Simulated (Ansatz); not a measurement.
Run this with Ansatz's Python interface and show what comes out.

`xc_c.py`:
```python
"""One structure of C under several functionals."""

import ansatz
import pandas as pd

structure = (
    ansatz.Lattice.of((1.233188, 0.711981, 8.282615), (-1.233188, 0.711981, 8.282615), (0.0, -1.423963, 8.282615))
    .atom("C", (0.912827, 0.912827, 0.912827))
    .atom("C", (0.24615, 0.24615, 0.24615))
    .atom("C", (0.75385, 0.75385, 0.75385))
    .atom("C", (0.087173, 0.087173, 0.087173))
)

job = structure.calculation()
job = job.kpoints(density=3.8).occupations("gaussian", width=0.05)
job = job.forces().stress()

rows = []
for value in ["pbesol", "blyp", "lda"]:
    rep = job.functional(value).run(threads=1).report
    rows.append((value, rep["free_energy_ev"] / len(rep["lattice"]["sites"]), rep["n_iterations"], sum(rep["stress_gpa"][i][i] for i in range(3)) / 3, max(abs(f) for row in rep["forces_ev_ang"] for f in row), rep["n_kpoints"]))

table = pd.DataFrame(rows, columns=["functional", "F/atom (eV)", "iterations", "P (GPa)", "max component (eV/A)", "k-points"])
print(table.round(5).to_string(index=False))
```

Running `python xc_c.py` prints:
```text
DeckWarning: basis.ecutwfc = 420 eV, auto-derived from the records' recommended cutoffs: set by C (normal level)
functional  F/atom (eV)  iterations  P (GPa)  max component (eV/A)  k-points
    pbesol   -246.68603           6 -2.07232               0.00399       189
      blyp   -251.79517           6  2.12771               0.01230       189
       lda   -242.96115           6 -6.14384               0.01040       189
```
(Warnings from the package without file and line.)

From lowest to highest: LDA (-6.1 GPa), PBEsol (-2.1 GPa) and BLYP (2.1 GPa). At a fixed cell a lower pressure usually means a smaller equilibrium volume, so LDA prefers the smallest cell and BLYP the largest.

Reading the output:
- Pressure is positive in compression.
- Total energies of different functionals can't be compared; pressures, moments and gaps at this one structure can.
- Run time: 18 s on 1 thread of Intel(R) Xeon(R) Processor @ 2.30GHz (shared host), peak memory 0.58 GiB.
